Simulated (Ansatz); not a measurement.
Crystal: Sb.

```
Sb
1.0
     3.35453    0.00000    0.00000
    -1.67727    2.90511    0.00000
     0.00000    0.00000    5.47016
Sb
2
Direct
  0.66667 0.33333 0.75000
  0.33333 0.66667 0.25000
```

This isn't the form of Sb at room conditions, which is rhombohedral.

```yaml
Program: Ansatz 0.2.0
Task: single point
Functional: PBEsol
Potentials_or_basis: all-electron LAPW, scalar-relativistic
Cutoff: 156 eV (chosen from the basis error)
Basis_error_allowed: 0.001 eV/atom
k_mesh: 9 × 9 × 5
Occupations: fermi-dirac, width 0.05 eV
Spin: no spin polarisation
```

On this cell: pressure -1.6 GPa; largest force under 0.003 eV/Å; band gap on the k mesh none (metal or under the smearing width).

The same run follows on a disturbed copy (atoms moved at random, drawn with an rms of 0.05 Å):

```xyz
2
Lattice="3.3545 0.0000 0.0000 -1.6773 2.9051 0.0000 0.0000 0.0000 5.4702" Properties=species:S:1:pos:R:3 pbc="T T T"
Sb    1.7140    0.9717    4.1111
Sb   -0.0346    1.9248    1.3982
```

Question: What changes?

Answer: The energy (extrapolated to zero smearing) moves by -1.2 meV/atom; pressure -1.5 GPa; largest force 0.042 eV/Å; band gap on the k mesh none (metal or under the smearing width).

Forces on the atoms (eV/Å):
```
Sb   0.026  0.006 -0.032
Sb  -0.026 -0.006  0.032
```

Stress tensor (GPa, compression positive):
```
-1.41  0.17  0.02
 0.17 -1.45  0.01
 0.02  0.01 -1.78
```

The energy falls, though the first cell shows no forces: that form is unstable against this distortion, unless noise or another electronic state is at work.
